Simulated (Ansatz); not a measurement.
Take a crystal in which Rb has been replaced by Cs on all its sites, with the cell rescaled by a rough guess (in some cases also distorted within its space group) and nothing relaxed:

```
Cs
1.0
     5.20679    0.00000    0.00000
    -2.60339    4.50921    0.00000
     0.00000    0.00000    8.63880
Cs
2
Direct
  0.33333 0.66667 0.25000
  0.66667 0.33333 0.75000
```

Method: DFT PBE, scalar-relativistic, plane waves, PAW in Ansatz.

Settings: cutoff 420 eV, Γ-centred mesh 9×9×6 on the computed 2-atom cell, Gaussian smearing of 0.10 eV; no spin polarisation.

Will this cell want to expand or contract, and how hard?

The pressure is 0.4 GPa (positive in compression), so the cell would expand.

Is it a metal on this mesh?

Yes, a band crosses the Fermi level.

Spin-orbit coupling is left out, which matters for the bands of heavy elements.

This form isn't the element's structure at ambient conditions.